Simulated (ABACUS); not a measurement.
## Li: energy against volume and a worked fit

The structure is cubic, space group Im-3m (No. 229). Conventional cell: a = 3.509 Å, b = 3.509 Å, c = 3.509 Å, α = 90.00°, β = 90.00°, γ = 90.00°. Li (site symmetry m-3m) is surrounded by 8 Li at 3.04 Å.

The cell was scaled at fixed shape and fractions and run with ABACUS, SSSP 1.3 efficiency PBE, plane waves, cutoff 748 eV; BP86, k mesh 9 × 9 × 9 on the cell of 1 atom, fermi-dirac occupations of 0.05 eV, no spin polarisation, no spin-orbit coupling. The potentials were made for PBE. Energies are those that the program minimises, any entropy of the smearing included. For a metal such a mesh isn't converged to the digits shown.

| V (Å³/atom) | energy over the lowest row (meV/atom) |
| --- | --- |
| 20.3123 | 0.268 |
| 20.7445 | 0.000 |
| 21.1767 | 0.454 |
| 21.6088 | 1.587 |
| 22.0410 | ? |
| 22.4732 | 5.637 |
| 22.9054 | 8.393 |

Task: Fit the third-order Birch-Murnaghan form, give V0, B0 and B′, and predict the energy left open.

Result: With y = (V0/V)^(2/3), E = E0 + (9 V0 B0/16) [(y - 1)³ B′ + (y - 1)² (6 - 4y)]. Least squares through the rows shown give V0 = 20.6840 Å³/atom, E0 = -0.018 meV, B0 = 13.50 GPa (1 eV/Å³ = 160.218 GPa) and B′ = 4.22, with a largest miss of 0.012 meV. At V = 22.0410 the form with these constants gives 3.340 meV; the run gave 3.332 meV an atom. Measured volume: 21.61 Å³/atom at 293 K (COD entry, Crystal Structures 1 7 1963), so the fit lies -4.3 % from it. The runs are for a static lattice.
